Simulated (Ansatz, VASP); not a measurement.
# BiTe: VASP beside Ansatz

Contents of INCAR:

```
SYSTEM = BiTe
ALGO     = Normal         ! electronic algorithm
EDIFF    = 1E-8           ! SCF threshold, eV
ENCUT    = 520            ! plane-wave cutoff, eV
ISIF     = 2              ! what is computed and relaxed
ISMEAR   = -1             ! smearing method
LASPH    = .True.         ! aspherical terms in the spheres
LCHARG   = .False.        ! write CHGCAR
LEFG     = .True.       
LREAL    = .False.        ! projectors in reciprocal space
LWAVE    = .False.        ! write WAVECAR
NBANDS   = 18             ! bands
NELM     = 100            ! most SCF steps
PREC     = Accurate       ! precision mode
SIGMA    = 0.08           ! smearing width, eV
```

The input KPOINTS:

```
k-points
0
Gamma
  10 10 10
  0 0 0
```

File POSCAR:

```
BiTe
1.0
    0.0000000000      3.1689610617      3.1689610617
    3.1689610617      0.0000000000      3.1689610617
    3.1689610617      3.1689610617      0.0000000000
Bi Te
1 1
Direct
    0.0000000000      0.0000000000      0.0000000000
    0.5000000000      0.5000000000      0.5000000000
```

Input for Ansatz:

```yaml
crystal:
  lattice:
    - [0.0, 3.1689610617, 3.1689610617]
    - [3.1689610617, 0.0, 3.1689610617]
    - [3.1689610617, 3.1689610617, 0.0]
  atoms:
    - { symbol: Bi, position: [0.0, 0.0, 0.0] }
    - { symbol: Te, position: [0.5, 0.5, 0.5] }
kpoints:
  mp_grid: { grid: [10, 10, 10] }
scf:
  occupations: { method: fermi_dirac, width: 0.08 }
hamiltonian:
  xc: lda
  pseudopotentials: { kind: all_electron, datasets: crystal }
output:
  forces: true
  stress: true
  eigenvalues: true
  efg: { contact_densities: true }
```

Change from the starting cell: volume scaled by 0.94, crystal datasets.

Alike in both runs: task electric field gradients; functional LDA; k mesh 10 × 10 × 10; occupations fermi-dirac, width 0.08 eV; no spin polarisation.

|  | VASP | Ansatz |
| --- | --- | --- |
| version | VASP 6.6.1 | Ansatz 0.2.0 |
| potentials or method | VASP PAW LDA potentials, release 64 (Bi_d, Te) | all-electron PAW with datasets made for the crystal, scalar-relativistic |
| plane-wave cutoff (eV) | 520 | see its input |

```tsv
	VASP	Ansatz	Ansatz less VASP
pressure (GPa)	0.5	0.4	-0.07
Vzz of the field gradient on the site that differs most (V/Å²)	0.0	0.0	0.00
```

Ansatz ran all-electron here, so the differences hold the error of VASP's frozen core and of both bases. Ansatz warned: «gradients_without_spin_orbit».

Caveats: spin-orbit coupling is left out, which moves the levels of the heavy elements.
